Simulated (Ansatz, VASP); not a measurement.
Mg in VASP and in Ansatz

```xyz
1
Lattice="-1.7728 1.7728 1.7728 1.7728 -1.7728 1.7728 1.7728 1.7728 -1.7728" Properties=species:S:1:pos:R:3 pbc="T T T"
Mg    0.0000    0.0000    0.0000
```

This isn't the form of Mg at room conditions, which is hcp.

Alike in both runs: task single point; functional PBE; k mesh 16 × 16 × 16; occupations gaussian, width 0.05 eV; no spin polarisation.

|  | VASP | Ansatz |
| --- | --- | --- |
| version | VASP 6.6.1 | Ansatz 0.2.0 |
| potentials or method | VASP PAW PBE potentials, release 64 (Mg) | scalar-relativistic, plane waves, PAW |
| plane-wave cutoff (eV) | 520 | 420 |
| valence electrons in the cell | 2 | 10 |

VASP gave:

| Property | Result |
| --- | --- |
| pressure (GPa) | 0.9 |

Task: Estimate Ansatz's values.

Result: Pressure (GPa): 1.1.

The two sets of potentials don't hold the same shells in valence.
